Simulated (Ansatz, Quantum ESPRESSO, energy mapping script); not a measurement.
## MnS (Browneite): energy mapping under PBE+U (4 eV), QE, GBRV

How strongly do the moments of MnS (Browneite) couple under PBE+U (4 eV), QE, GBRV? The plan is to run several orders and fit a Heisenberg model.

Program: Quantum ESPRESSO 7.5. Level of theory: PBE with U = 4 eV on Mn d, ortho-atomic projectors; plane waves, U on orthogonalised atomic orbitals unless named otherwise, collinear spin, no spin–orbit coupling. Results are calculated unless marked as measured.

## (1) The structure

Symmetry: F-43m, No. 216, cubic system. Conventional cell: a = 5.600 Å, b = 5.600 Å, c = 5.600 Å, α = 90.00°, β = 90.00°, γ = 90.00°. Mn has 4 S at 2.42 Å nearest. Nearest to S lie 4 Mn at 2.42 Å. Farther neighbours and most contacts between anions are not listed.

A Hubbard U penalises fractional filling of the shell. It raises the cost of virtual hops to the neighbours, so couplings that rest on such hops usually weaken. These runs use Quantum ESPRESSO.

## (2) A first run with parallel moments

One run in the crystal's own cell, under PBE with U = 3.2 eV on Mn d, ortho-atomic projectors, Quantum ESPRESSO with GBRV potentials, shows which elements keep a moment. Transition or f elements with 0.3 μB or more enter the spin model; moments induced on other atoms do not.

pw.in reads:

```
&control
  calculation = 'scf'
  prefix = 'pw'
  outdir = './tmp/'
  pseudo_dir = './pseudo/'
  verbosity = 'low'
/
&system
  ibrav = 0
  nat = 2
  ntyp = 2
  ecutwfc = 45
  ecutrho = 360
  nbnd = 21
  occupations = 'smearing'
  smearing = 'fd'
  degauss = 0.00367493
  nspin = 2
  starting_magnetization(1) = 0.3000
/
&electrons
  conv_thr = 5.0e-09
  electron_maxstep = 120
  mixing_beta = 0.3
  mixing_mode = 'plain'
/
ATOMIC_SPECIES
  Mn 54.9380 Mn.upf
  S 32.0600 S.upf
CELL_PARAMETERS angstrom
  0.00000000 2.80000000 2.80000000
  2.80000000 0.00000000 2.80000000
  2.80000000 2.80000000 0.00000000
ATOMIC_POSITIONS crystal
  Mn 0.00000000 0.00000000 0.00000000
  S 0.25000000 0.25000000 0.25000000
K_POINTS automatic
  7 7 7 0 0 0
HUBBARD {ortho-atomic}
U Mn-3d 3.2
```

On the command line:

```sh
$ OMP_NUM_THREADS=1 mpirun -n 4 pw.x -nk 4 -in pw.in > pw.out
```

Output:

```text
Program PWSCF v.7.5 starts
[...]
unit-cell volume          =     296.2789 (a.u.)^3
     number of atoms/cell      =            2
[...]
number of electrons       =        21.00
     number of Kohn-Sham states=           21
     kinetic-energy cutoff     =      45.0000  Ry
     charge density cutoff     =     360.0000  Ry
     scf convergence threshold =      5.0E-09
[...]
Exchange-correlation=  SLA  PW   PBX  PBC
[...]
Hubbard projectors: ortho-atomic
     Hubbard parameters of DFT+U (Dudarev formulation) in eV:
[...]
atomic species   magnetization
[...]
24 Sym. Ops. (no inversion) found
[...]
number of k points=    20  Fermi-Dirac smearing, width (Ry)=  0.0037
[...]
Number of occupied Hubbard levels =    5.0000
     Atomic wfc used for Hubbard projectors are orthogonalized
[...]
iteration #  1     ecut=    45.00 Ry     beta= 0.30
[...]
Number of occupied Hubbard levels =    4.9618
     total energy              =    -235.22566380 Ry
     estimated scf accuracy    <       0.54623429 Ry
     total magnetization       =     5.00 Bohr mag/cell
     absolute magnetization    =     5.00 Bohr mag/cell
     iteration #  2     ecut=    45.00 Ry     beta= 0.30
[...]
total energy              =    -235.32844967 Ry
     estimated scf accuracy    <       0.02107044 Ry
     total magnetization       =     5.00 Bohr mag/cell
     absolute magnetization    =     5.00 Bohr mag/cell
     iteration #  3     ecut=    45.00 Ry     beta= 0.30
[...]
total energy              =    -235.33554769 Ry
     estimated scf accuracy    <       0.00989987 Ry
     total magnetization       =     5.00 Bohr mag/cell
     absolute magnetization    =     5.00 Bohr mag/cell
[...]
total energy              =    -235.33643138 Ry
[...]
iteration #  9     ecut=    45.00 Ry     beta= 0.30
[...]
total energy              =    -235.33643151 Ry
     estimated scf accuracy    <       0.00000001 Ry
     total magnetization       =     5.00 Bohr mag/cell
     absolute magnetization    =     5.00 Bohr mag/cell
     iteration # 10     ecut=    45.00 Ry     beta= 0.30
[...]
Magnetic moment per site  (integrated on atomic sphere of radius R)
     atom   1 (R=0.253)  charge= 12.9111  magn=  4.3379
     atom   2 (R=0.253)  charge=  4.2477  magn=  0.0640
     End of self-consistent calculation
     =================== HUBBARD OCCUPATIONS ===================
[...]
Number of occupied Hubbard levels =    5.2379
 ------ SPIN UP ------------
          k = 0.0000 0.0000 0.0000 (  1459 PWs)   bands (ev):
   -74.9311 -43.6594 -43.6594 -43.6594  -6.3015   1.3525   1.3525   1.3525
     2.4405   2.4405   7.2429   7.2429   7.2429   8.4339  13.2528  13.2528
[...]
k = 0.1010 0.1010-0.1010 (  1492 PWs)   bands (ev):
   -74.9311 -43.6602 -43.6596 -43.6596  -6.1913   1.3159   1.4055   1.4055
[...]
k = 0.2020 0.2020-0.2020 (  1507 PWs)   bands (ev):
[...]
k = 0.3030 0.3030-0.3030 (  1495 PWs)   bands (ev):
[...]
k = 0.2020-0.0000 0.0000 (  1499 PWs)   bands (ev):
[...]
k =-0.2020-0.4041 0.4041 (  1507 PWs)   bands (ev):
[...]
k =-0.1010-0.3030 0.3030 (  1511 PWs)   bands (ev):
[...]
k =-0.0000-0.2020 0.2020 (  1498 PWs)   bands (ev):
[...]
k = 0.4041-0.0000 0.0000 (  1495 PWs)   bands (ev):
[...]
k = 0.0000-0.4041 0.4041 (  1516 PWs)   bands (ev):
[...]
k = 0.4041 0.2020 0.0000 (  1506 PWs)   bands (ev):
[...]
------ SPIN DOWN ----------
          k = 0.0000 0.0000 0.0000 (  1459 PWs)   bands (ev):
[...]
k = 0.4041 0.2020-0.2020 (  1503 PWs)   bands (ev):
[...]
k = 0.5051 0.1010-0.1010 (  1506 PWs)   bands (ev):
[...]
k = 0.0000-0.4041 0.4041 (  1516 PWs)   bands (ev):
[...]
k = 0.6061-0.0000 0.0000 (  1524 PWs)   bands (ev):
[...]
k = 0.4041 0.2020 0.0000 (  1506 PWs)   bands (ev):
[...]
k =-0.1010-0.5051 0.7071 (  1515 PWs)   bands (ev):
[...]
17.0977  18.8045  20.5450  20.9022  21.6166
          k =-0.0000-0.4041 0.6061 (  1513 PWs)   bands (ev):
   -69.8382 -38.6818 -38.6808 -38.6796  -5.1652   3.0923   3.3493   4.2191
     8.5418   9.3664   9.9381  10.2836  10.6756  13.4682  14.3820  15.3673
    16.0637  18.9395  19.8219  21.6179  22.0035
     the Fermi energy is     7.7570 ev
!    total energy              =    -235.33643159 Ry
     estimated scf accuracy    <          4.4E-09 Ry
     smearing contrib. (-TS)   =      -0.00000003 Ry
     internal energy E=F+TS    =    -235.33643156 Ry
     The total energy is F=E-TS. E is the sum of the following terms:
     one-electron contribution =    -157.79151581 Ry
     hartree contribution      =      84.35845439 Ry
     xc contribution           =     -35.22107834 Ry
     ewald contribution        =    -126.71880431 Ry
     Hubbard energy            =       0.03651251 Ry
     total magnetization       =     5.00 Bohr mag/cell
     absolute magnetization    =     5.00 Bohr mag/cell
     convergence has been achieved in  10 iterations
=------------------------------------------------------------------------------=
   JOB DONE.
=------------------------------------------------------------------------------=
```

Wall time 8.9 s (4 MPI ranks of Intel Xeon Platinum 8559C (Emerald Rapids), shared host); peak memory 0.42 GiB.

Spin moment in the sphere by atom:

| atom | spin moment in the sphere (μB) |
| --- | --- |
| Mn1 | 4.34 |
| S2 | 0.06 |

The run ends ferromagnetic; Mn carries the moments.

## (3) Order 1: parallel, cell A of 4 atoms

Each cell gets its own parallel run on the same mesh, so that most of the mesh error cancels in the differences.

The potential files are GBRV's for PBE; pw.x takes the functional from them.

pw.in reads:

```
&control
  calculation = 'scf'
  prefix = 'pw'
  outdir = './tmp/'
  pseudo_dir = './pseudo/'
  verbosity = 'low'
/
&system
  ibrav = 0
  nat = 4
  ntyp = 2
  ecutwfc = 45
  ecutrho = 360
  nbnd = 38
  occupations = 'smearing'
  smearing = 'fd'
  degauss = 0.00367493
  nspin = 2
  starting_magnetization(1) = 0.3000
/
&electrons
  conv_thr = 1.0e-08
  electron_maxstep = 120
  mixing_beta = 0.3
  mixing_mode = 'plain'
/
ATOMIC_SPECIES
  Mn 54.9380 Mn.upf
  S 32.0600 S.upf
CELL_PARAMETERS angstrom
  0.00000000 -2.80000000 -2.80000000
  0.00000000 2.80000000 -2.80000000
  5.60000000 0.00000000 0.00000000
ATOMIC_POSITIONS crystal
  Mn 0.50000000 0.50000000 0.50000000
  Mn 0.00000000 0.00000000 0.00000000
  S 0.00000000 0.50000000 0.75000000
  S 0.50000000 0.00000000 0.25000000
K_POINTS automatic
  5 5 4 0 0 0
HUBBARD {ortho-atomic}
U Mn-3d 4
```

Output:

```text
[banner, memory and clock lines left out]
Program PWSCF v.7.5 starts
[...]
unit-cell volume          =     592.5578 (a.u.)^3
     number of atoms/cell      =            4
[...]
number of electrons       =        42.00
     number of Kohn-Sham states=           38
     kinetic-energy cutoff     =      45.0000  Ry
     charge density cutoff     =     360.0000  Ry
     scf convergence threshold =      1.0E-08
[...]
Exchange-correlation=  SLA  PW   PBX  PBC
[...]
Hubbard projectors: ortho-atomic
     Hubbard parameters of DFT+U (Dudarev formulation) in eV:
[...]
atomic species   magnetization
[...]
8 Sym. Ops. (no inversion) found
[...]
number of k points=    18  Fermi-Dirac smearing, width (Ry)=  0.0037
[...]
Number of occupied Hubbard levels =   10.0000
     Atomic wfc used for Hubbard projectors are orthogonalized
[...]
iteration #  1     ecut=    45.00 Ry     beta= 0.30
[...]
Number of occupied Hubbard levels =    9.9459
     total energy              =    -470.45642007 Ry
     estimated scf accuracy    <       1.03397065 Ry
     total magnetization       =    10.00 Bohr mag/cell
     absolute magnetization    =    10.00 Bohr mag/cell
     iteration #  2     ecut=    45.00 Ry     beta= 0.30
[...]
total energy              =    -470.63735584 Ry
     estimated scf accuracy    <       0.04784505 Ry
     total magnetization       =    10.00 Bohr mag/cell
     absolute magnetization    =    10.00 Bohr mag/cell
     iteration #  3     ecut=    45.00 Ry     beta= 0.30
[...]
total energy              =    -470.65336654 Ry
     estimated scf accuracy    <       0.01970124 Ry
     total magnetization       =    10.00 Bohr mag/cell
     absolute magnetization    =    10.00 Bohr mag/cell
     iteration #  4     ecut=    45.00 Ry     beta= 0.30
[...]
total energy              =    -470.65465271 Ry
     estimated scf accuracy    <       0.00254745 Ry
     total magnetization       =    10.00 Bohr mag/cell
     absolute magnetization    =    10.00 Bohr mag/cell
     iteration #  5     ecut=    45.00 Ry     beta= 0.30
[...]
total energy              =    -470.65507794 Ry
     estimated scf accuracy    <       0.00016473 Ry
     total magnetization       =    10.00 Bohr mag/cell
     absolute magnetization    =    10.00 Bohr mag/cell
     iteration #  6     ecut=    45.00 Ry     beta= 0.30
[...]
total energy              =    -470.65512314 Ry
     estimated scf accuracy    <       0.00003774 Ry
     total magnetization       =    10.00 Bohr mag/cell
     absolute magnetization    =    10.00 Bohr mag/cell
     iteration #  7     ecut=    45.00 Ry     beta= 0.30
[...]
total energy              =    -470.65513823 Ry
     estimated scf accuracy    <       0.00004555 Ry
     total magnetization       =    10.00 Bohr mag/cell
     absolute magnetization    =    10.00 Bohr mag/cell
     iteration #  8     ecut=    45.00 Ry     beta= 0.30
[...]
total energy              =    -470.65514817 Ry
     estimated scf accuracy    <       0.00000026 Ry
     total magnetization       =    10.00 Bohr mag/cell
     absolute magnetization    =    10.00 Bohr mag/cell
     iteration #  9     ecut=    45.00 Ry     beta= 0.30
[...]
total energy              =    -470.65514856 Ry
     estimated scf accuracy    <       0.00000008 Ry
     total magnetization       =    10.00 Bohr mag/cell
     absolute magnetization    =    10.00 Bohr mag/cell
     iteration # 10     ecut=    45.00 Ry     beta= 0.30
[...]
Magnetic moment per site  (integrated on atomic sphere of radius R)
     atom   1 (R=0.253)  charge= 12.9050  magn=  4.3634
     atom   2 (R=0.253)  charge= 12.9056  magn=  4.3637
     atom   3 (R=0.253)  charge=  4.2532  magn=  0.0494
     atom   4 (R=0.253)  charge=  4.2532  magn=  0.0494
     End of self-consistent calculation
     =================== HUBBARD OCCUPATIONS ===================
     ------------------------ ATOM    1 ------------------------
     Tr[ns(  1)] (up, down, total) =   4.95761  0.26095  5.21856
     Atomic magnetic moment for atom   1 =   4.69666
     SPIN  1
     eigenvalues:
       0.989  0.989  0.989  0.996  0.996
     eigenvectors (columns):
      -0.000 -0.000  0.000  0.500 -0.866
       0.000 -0.235  0.972 -0.000  0.000
       1.000  0.000 -0.000 -0.000 -0.000
      -0.000  0.000 -0.000 -0.866 -0.500
      -0.000  0.972  0.235  0.000 -0.000
     occupation matrix ns (before diag.):
       0.996 -0.000  0.000  0.000  0.000
      -0.000  0.989 -0.000  0.000  0.000
       0.000 -0.000  0.989  0.000  0.000
       0.000  0.000  0.000  0.996 -0.000
[...]
SPIN  2
     eigenvalues:
[...]
eigenvectors (columns):
[...]
occupation matrix ns (before diag.):
[...]
------------------------ ATOM    2 ------------------------
     Tr[ns(  2)] (up, down, total) =   4.95761  0.26095  5.21856
     Atomic magnetic moment for atom   2 =   4.69666
     SPIN  1
     eigenvalues:
[...]
eigenvectors (columns):
[...]
occupation matrix ns (before diag.):
[...]
SPIN  2
     eigenvalues:
[...]
eigenvectors (columns):
[...]
occupation matrix ns (before diag.):
       0.022 -0.000  0.000  0.000  0.000
      -0.000  0.072 -0.000  0.000  0.000
       0.000 -0.000  0.072  0.000  0.000
       0.000  0.000  0.000  0.022 -0.000
       0.000  0.000  0.000 -0.000  0.072
     Number of occupied Hubbard levels =   10.4371
 ------ SPIN UP ------------
          k = 0.0000 0.0000 0.0000 (  2983 PWs)   bands (ev):
   -74.9949 -74.9948 -43.7252 -43.7232 -43.7232 -43.7219 -43.7218 -43.7218
    -6.2712  -5.4723   0.8030   1.0086   1.0086   1.0090   1.7479   1.7479
     1.9943   1.9945   2.1888   2.2625   3.3567   4.6491   4.6491   7.1680
     7.1680   7.1684   8.4441  10.0542  11.7157  13.2553  13.2553  13.2561
    16.6387  18.0282  18.0286  18.1645  18.1645  18.9170
          k = 0.1768 0.0000 0.0000 (  3015 PWs)   bands (ev):
   -74.9949 -74.9948 -43.7247 -43.7230 -43.7230 -43.7225 -43.7220 -43.7220
    -6.1599  -5.5941   0.8227   0.9558   1.0845   1.0845   1.5903   1.5903
     1.9474   1.9777   2.0224   2.1599   4.0442   5.0128   5.0128   6.3040
     6.7524   6.7524   9.5109  10.2659  11.8445  12.6968  13.7738  13.7738
    15.7406  16.3670  16.7715  16.7715  18.1266  18.7434
          k =-0.3536 0.0000-0.0000 (  2982 PWs)   bands (ev):
   -74.9949 -74.9949 -43.7236 -43.7236 -43.7225 -43.7225 -43.7225 -43.7225
    -5.8826  -5.8826   0.8665   0.8665   1.3009   1.3009   1.3009   1.3009
[...]
15.0596  15.0596  15.0596  15.0596  18.3996  18.3996
          k = 0.0000 0.1414-0.1414 (  2996 PWs)   bands (ev):
[...]
15.7880  16.3497  16.8021  17.1080  17.5142  19.1129
          k = 0.1768 0.1414-0.1414 (  3014 PWs)   bands (ev):
[...]
14.5740  15.5980  16.9434  17.3290  17.5216  18.5372
          k =-0.3536 0.1414-0.1414 (  3008 PWs)   bands (ev):
[...]
14.5248  14.5248  16.6856  16.6856  18.5407  18.5407
          k = 0.0000 0.2828-0.2828 (  3028 PWs)   bands (ev):
[...]
14.4402  14.9071  16.4062  17.5402  17.7644  18.9140
          k = 0.1768 0.2828-0.2828 (  3010 PWs)   bands (ev):
[...]
14.3456  14.8187  17.3956  18.1281  18.3028  18.5599
          k =-0.3536 0.2828-0.2828 (  3004 PWs)   bands (ev):
[...]
14.3694  14.3695  18.1724  18.1724  18.8280  18.8281
          k = 0.0000 0.0000-0.2828 (  3009 PWs)   bands (ev):
[...]
14.5502  14.9687  15.3630  18.2736  18.5498  20.1662
          k = 0.1768 0.0000-0.2828 (  3025 PWs)   bands (ev):
[...]
k =-0.3536 0.0000-0.2828 (  3034 PWs)   bands (ev):
[...]
k = 0.0000 0.1414-0.4243 (  3027 PWs)   bands (ev):
[...]
k = 0.1768 0.1414-0.4243 (  3028 PWs)   bands (ev):
[...]
k =-0.3536 0.1414-0.4243 (  3016 PWs)   bands (ev):
[...]
k = 0.0000 0.0000-0.5657 (  3048 PWs)   bands (ev):
[...]
k = 0.1768 0.0000-0.5657 (  3029 PWs)   bands (ev):
[...]
k =-0.3536 0.0000-0.5657 (  3028 PWs)   bands (ev):
[...]
------ SPIN DOWN ----------
          k = 0.0000 0.0000 0.0000 (  2983 PWs)   bands (ev):
[...]
k = 0.1768 0.0000 0.0000 (  3015 PWs)   bands (ev):
[...]
k =-0.3536 0.0000-0.0000 (  2982 PWs)   bands (ev):
[...]
k =-0.3536 0.1414-0.1414 (  3008 PWs)   bands (ev):
[...]
k =-0.3536 0.2828-0.2828 (  3004 PWs)   bands (ev):
[...]
k = 0.1768 0.0000-0.2828 (  3025 PWs)   bands (ev):
[...]
k =-0.3536 0.0000-0.2828 (  3034 PWs)   bands (ev):
[...]
k = 0.0000 0.1414-0.4243 (  3027 PWs)   bands (ev):
[...]
k = 0.1768 0.1414-0.4243 (  3028 PWs)   bands (ev):
[...]
15.8977  16.3065  18.0554  18.4019  19.6891  19.7124
          k =-0.3536 0.1414-0.4243 (  3016 PWs)   bands (ev):
[...]
15.7850  15.7850  18.6925  18.6926  19.5989  19.5990
          k = 0.0000 0.0000-0.5657 (  3048 PWs)   bands (ev):
[...]
17.3391  18.1201  18.1202  19.0720  19.5118  20.3269
          k = 0.1768 0.0000-0.5657 (  3029 PWs)   bands (ev):
[...]
10.7915  10.8467  12.9014  13.0054  13.9679  14.2064  15.5553  16.4164
    16.8853  17.3455  18.1891  18.3264  19.7321  20.3182
          k =-0.3536 0.0000-0.5657 (  3028 PWs)   bands (ev):
   -69.8689 -69.8689 -38.7116 -38.7116 -38.7105 -38.7105 -38.7093 -38.7093
    -5.1670  -5.1670   3.0797   3.0798   3.4109   3.4109   4.3041   4.3041
     8.8944   8.8944   9.6853   9.6853  10.2607  10.2607  10.6402  10.6402
    11.0306  11.0306  13.7560  13.7561  14.1556  14.1557  14.9333  14.9333
    16.4173  16.4173  18.6286  18.6287  19.6065  19.6065
     the Fermi energy is     7.8108 ev
!    total energy              =    -470.65514872 Ry
     estimated scf accuracy    <          3.5E-09 Ry
     smearing contrib. (-TS)   =      -0.00000001 Ry
     internal energy E=F+TS    =    -470.65514871 Ry
     The total energy is F=E-TS. E is the sum of the following terms:
     one-electron contribution =    -315.49792561 Ry
     hartree contribution      =     168.64816617 Ry
     xc contribution           =     -70.45195156 Ry
     ewald contribution        =    -253.43760863 Ry
     Hubbard energy            =       0.08417091 Ry
     total magnetization       =    10.00 Bohr mag/cell
     absolute magnetization    =    10.00 Bohr mag/cell
     convergence has been achieved in  10 iterations
```

Run time: 24 s. Hardware: 4 MPI ranks; peak memory 0.56 GiB; 95 s of CPU time.

Spin moment in the sphere by atom:

| atom | spin moment in the sphere (μB) |
| --- | --- |
| Mn1 | 4.36 |
| Mn2 | 4.36 |
| S3 | 0.05 |
| S4 | 0.05 |

The run ends ferromagnetic.

[end of part 1 of 3]

[Logs and program files are shortened in this print: banners, set-up blocks, solver, clock and traceback lines can be left out without a mark of their own.]

[Logs are printed without paths, hosts, clocks, repeated set-up lines and the standing remarks that a program may print on its own settings, such as how far it seeks lower states.]

[Hosts, paths, dates, database ids (printed as entryN), source tags and the programs' standing remarks are cut or masked in the printed files.]

[Where a cell is said to come from a database of computed structures, the database is the Materials Project.]
